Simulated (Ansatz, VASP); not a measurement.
One calculation of H, two programs

The input INCAR:

```
PREC = Accurate ; ENCUT = 520
EDIFF = 1E-7 ; ISMEAR = 0
SIGMA = 0.05 ; LREAL = F
LASPH = T ; NELM = 100
ALGO = Normal ; ISIF = 2
LWAVE = F ; LCHARG = F
GGA = PE ; NBANDS = 10
```

KPOINTS

```
Automatic mesh
0
Gamma
  9 9 6
```

Contents of POSCAR:

```
H
1.0
    3.8401304226      0.0000000000      0.0000000000
   -1.9200652113      3.3256504998      0.0000000000
    0.0000000000      0.0000000000      4.9204950112
H
4
Direct
    0.3333333333      0.6666666667      0.1764958800
    0.6666666667      0.3333333333      0.6764958800
    0.6666666667      0.3333333333      0.8235041200
    0.3333333333      0.6666666667      0.3235041200
```

Input for Ansatz:

```yaml
crystal:
  lattice:
    - [3.8401304226, 0.0, 0.0]
    - [-1.9200652113, 3.3256504998, 0.0]
    - [0.0, 0.0, 4.9204950112]
  atoms:
    - { symbol: H, position: [0.3333333333, 0.6666666667, 0.17649588] }
    - { symbol: H, position: [0.6666666667, 0.3333333333, 0.67649588] }
    - { symbol: H, position: [0.6666666667, 0.3333333333, 0.82350412] }
    - { symbol: H, position: [0.3333333333, 0.6666666667, 0.32350412] }
basis:
  ecutwfc: 420
kpoints:
  mp_grid: { grid: [9, 9, 6] }
hamiltonian:
  xc: pbe
scf:
  occupations: { method: gaussian, width: 0.05 }
output:
  forces: true
  stress: true
  eigenvalues: true
```

Change from the starting cell: strain +0.000 along x and y, -0.025 along z, atoms carried along.

Alike in both runs: task single point; functional PBE; k mesh 9 × 9 × 6; occupations gaussian, width 0.05 eV; no spin polarisation.

|  | VASP | Ansatz |
| --- | --- | --- |
| version | VASP 6.6.1 | Ansatz 0.2.0 |
| potentials or method | VASP PAW PBE potentials, release 64 (H) | scalar-relativistic, plane waves, PAW |
| plane-wave cutoff (eV) | 520 | 420 |
| valence electrons in the cell | 4 | 4 |

```csv
,VASP,Ansatz,Ansatz less VASP
gap on the k mesh at the Fermi level (eV),9.69,9.69,-0.002
least direct gap on the mesh (eV),9.69,9.69,-0.002
pressure (GPa),1.1,1.3,+0.17
largest component of the traceless stress (GPa),2.48,2.55,+0.067
rms of the force components (eV/Å),0.585,0.593,+0.0085
```

Atom by atom the forces differ by 0.008 eV/Å (rms over components).

Caveats: an odd mesh through Γ misses points on the zone boundary, where band edges often lie; forces of over 1 eV/Å show positions far from the minimum, so gaps and moduli don't describe the material at rest.
